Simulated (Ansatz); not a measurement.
# BAs: how the settings move a single-point run

How sensitive is a single-point run of BAs to its settings? A reference run comes first, then one run with altered input.

Computed with Ansatz 0.2.0 (reference: DFT, PBE, all-electron LAPW, scalar-relativistic, unless a step's input says otherwise).

### 1 The structure to begin with

It takes space group R3m (No. 160, trigonal). The conventional cell has a = 3.378 Å, b = 3.378 Å, c = 8.274 Å, α = 90.00°, β = 90.00°, γ = 120.00°. B (site symmetry 3m) is surrounded by 4 As at 1.94 to 2.11 Å. Around As (site symmetry 3m) lie 4 B at 1.94 to 2.11 Å.

Structure file:

```xyz
2
Lattice="0.0000 2.3885 2.3885 2.3885 0.0000 2.3885 2.3885 2.3885 0.0000" Properties=species:S:1:pos:R:3 pbc="T T T"
B     0.0358   -0.0358   -0.0358
As    1.1584    1.2301    1.2301
```

### 2 Baseline

input.yaml reads:

```yaml
crystal:
  lattice:
    - [0.0, 2.3885, 2.3885]
    - [2.3885, 0.0, 2.3885]
    - [2.3885, 2.3885, 0.0]
  atoms:
    - { symbol: B, position: [-0.0225, 0.0075, 0.0075] }
    - { symbol: As, position: [0.2725, 0.2425, 0.2425] }
kpoints:
  mp_grid: { grid: [11, 11, 11] }
scf:
  occupations: { method: fermi_dirac, width: 0.05 }
hamiltonian:
  xc: pbe
  pseudopotentials: { kind: all_electron, lapw: { basis_error: 0.001 } }
output:
  forces: true
  stress: true
  eigenvalues: true
  populations: true
```

Launch:

```sh
ansatz run input.yaml --threads 1 --pin off --max-ram 2048MiB --backend cpu --events-out ev --progress --plain --runs-dir out
```

### 3 Changing settings: occupations.method tetrahedron_uncorrected, preconditioner none, lower_state_search standard, width left out

Edit input.yaml of step 2 so:

```diff
@@ -11,3 +11,5 @@
 scf:
-  occupations: { method: fermi_dirac, width: 0.05 }
+  occupations: { method: tetrahedron_uncorrected }
+  mixing: { preconditioner: none }
+  lower_state_search: standard
 hamiltonian:
```

**Question.** What will these runs give? Wanted: for each run, ending; energy change; pressure; gap; force.

As calculated:

```csv
run,ending,energy change,pressure (GPa),gap (eV),force (eV/Å),cycles,time
reference,converged,0,3.9,0.59,2.49,7,36 s
"1: occupations.method tetrahedron_uncorrected, preconditioner none, lower_state_search standard, width left out",converged,0.0 meV/atom (σ→0),3.9,0.59,2.49,7,35 s
```

Residual by cycle in the longest SCF loop of each run; runs are numbered as in the table. The quantity is the density residual dr2, in eV.

```csv
cycle,reference,run 1
1,1.92,1.92
2,0.162,0.162
3,0.0241,0.0241
4,0.00186,0.00186
5,5.2e-5,5.2e-5
6,1.2e-6,1.2e-6
7,1.3e-8,1.2e-8
```

What this shows: Changing the smearing, mixing and search for lower states leaves the energy as it was (0.0 meV/atom).

The gaps are Kohn-Sham values of a semilocal functional, not quasiparticle or optical gaps. Such gaps usually fall short of the measured ones.
